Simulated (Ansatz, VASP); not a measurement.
# Bi: VASP beside Ansatz

INCAR

```
SYSTEM = Bi
PREC = Accurate
ENCUT = 520
EDIFF = 1E-6
ISMEAR = -1
SIGMA = 0.1
LREAL = .FALSE.
LASPH = .TRUE.
NELM = 80
ALGO = Normal
ISIF = 2
LWAVE = .FALSE.
LCHARG = .FALSE.
GGA = PE
NBANDS = 22
```

KPOINTS

```
Automatic mesh
0
G
  8 8 8
  0 0 0
```

Contents of POSCAR:

```
Bi
1.0
    2.2924582305      1.3235513765      4.0467531177
   -2.2924582305      1.3235513765      4.0467531177
    0.0000000000     -2.6471027530      4.0467531177
Bi
2
Direct
    0.2337113826      0.2337113826      0.2337113826
    0.7662886174      0.7662886174      0.7662886174
```

Input for Ansatz:

```yaml
crystal:
  lattice:
    - [2.2924582305, 1.3235513765, 4.0467531177]
    - [-2.2924582305, 1.3235513765, 4.0467531177]
    - [0.0, -2.647102753, 4.0467531177]
  atoms:
    - { symbol: Bi, position: [0.2337113826, 0.2337113826, 0.2337113826] }
    - { symbol: Bi, position: [0.7662886174, 0.7662886174, 0.7662886174] }
hamiltonian:
  xc: pbe
  pseudopotentials:
    kind: paw
    azcp:
      Bi: "pseudopotentials/Bi.paw.azcp"
basis:
  ecutwfc: 600
  fft_grid_basis: typed
kpoints:
  mp_grid: { grid: [8, 8, 8], shift: [0, 0, 0] }
magnetization:
  spin_polarized: false
scf:
  occupations: { method: fermi_dirac, width: 0.1 }
  lower_state_search: "off"
output:
  stress: true
  write_density: true
  write_potential: true
  elf: true
  volumetric_format: npy
```

Alike in both runs: task single point; functional PBE; k mesh 8 × 8 × 8; occupations fermi-dirac, width 0.1 eV; no spin polarisation.

|  | VASP | Ansatz |
| --- | --- | --- |
| version | VASP 6.6.1 | Ansatz 0.2.0 |
| potentials or method | VASP PAW PBE potentials, release 64 (Bi_d) | plane waves (600 eV) with PAW, scalar-relativistic |
| plane-wave cutoff (eV) | 520 | 600 |
| valence electrons in the cell | 30 | 30 |

|  | VASP | Ansatz | Ansatz less VASP |
| --- | --- | --- | --- |
| pressure (GPa) | 0.0 | 0.0 | +0.04 |
